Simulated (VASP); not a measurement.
A run of VASP 6.6.1 is set up as follows.

Contents of POSCAR:

```
HfO2
1.0
    5.1180000000      0.0000000000      0.0000000000
    0.0000000000      5.1857000000      0.0000000000
   -0.8586630598      0.0000000000      5.2138671406
Hf O
4 8
Direct
    0.2755000000      0.0397000000      0.2080000000
    0.7245000000      0.5397000000      0.2920000000
    0.7245000000      0.9603000000      0.7920000000
    0.2755000000      0.4603000000      0.7080000000
    0.4487000000      0.7581000000      0.4801000000
    0.5513000000      0.2581000000      0.0199000000
    0.5513000000      0.2419000000      0.5199000000
    0.4487000000      0.7419000000      0.9801000000
    0.0742000000      0.3316000000      0.3467000000
    0.9258000000      0.8316000000      0.1533000000
    0.9258000000      0.6684000000      0.6533000000
    0.0742000000      0.1684000000      0.8467000000
```

The input INCAR.step1:

```
SYSTEM = HfO2
PREC = Accurate
ENCUT = 520
EDIFF = 1E-5
ISMEAR = 0
SIGMA = 0.05
LREAL = .FALSE.
LASPH = .TRUE.
NELM = 100
ALGO = Normal
ISIF = 2
LWAVE = .TRUE.
LCHARG = .FALSE.
NBANDS = 56
GGA = PE
```

Contents of INCAR.step2:

```
SYSTEM = HfO2
PREC = Accurate
ENCUT = 520
EDIFF = 1E-6
ISMEAR = 0
SIGMA = 0.05
LREAL = .FALSE.
LASPH = .TRUE.
NELM = 100
ALGO = Normal
ISIF = 2
LWAVE = .FALSE.
LCHARG = .FALSE.
GGA = PE
LHFCALC = .TRUE.
HFSCREEN = 0.2
PRECFOCK = Fast
NBANDS = 56
ISTART = 1
```

The input KPOINTS:

```
regular mesh
0
G
  2 2 2
  0 0 0
```

Potentials or basis: VASP PAW PBE potentials, release 64 (Hf_pv, O).

The run is started by

```console
$ cat potpaw_PBE.64/Hf_pv/POTCAR potpaw_PBE.64/O/POTCAR > POTCAR
$ cp INCAR.step1 INCAR
$ mpirun -np 1 vasp_std > vasp.out
$ cp INCAR.step2 INCAR
$ mpirun -np 1 vasp_std > vasp.out
```

Question: What does it give for the pressure?

Answer: -4.2 GPa.

Question: What does it give for the band gap on the k mesh?

Answer: 5.70 eV, indirect (least direct gap 5.79 eV).

Forces on the atoms (eV/Å):
```
Hf   0.007  0.061 -0.079
Hf  -0.007  0.061  0.079
Hf  -0.007 -0.061  0.079
Hf   0.007 -0.061 -0.079
O    0.003 -0.038 -0.098
O   -0.003 -0.038  0.098
O   -0.003  0.038  0.098
O    0.003  0.038 -0.098
O   -0.360  0.196 -0.009
O    0.360  0.196  0.009
O    0.360 -0.196  0.009
O   -0.360 -0.196 -0.009
```

Caveat: the k mesh is coarse (spacing up to 0.62 Å⁻¹), so the values aren't converged, least of all with exact exchange; the PAW data sets were made with another functional, which shifts forces and pressure a little; spin-orbit coupling is left out, which moves the levels of the heavy elements. A k mesh can miss the band edges.
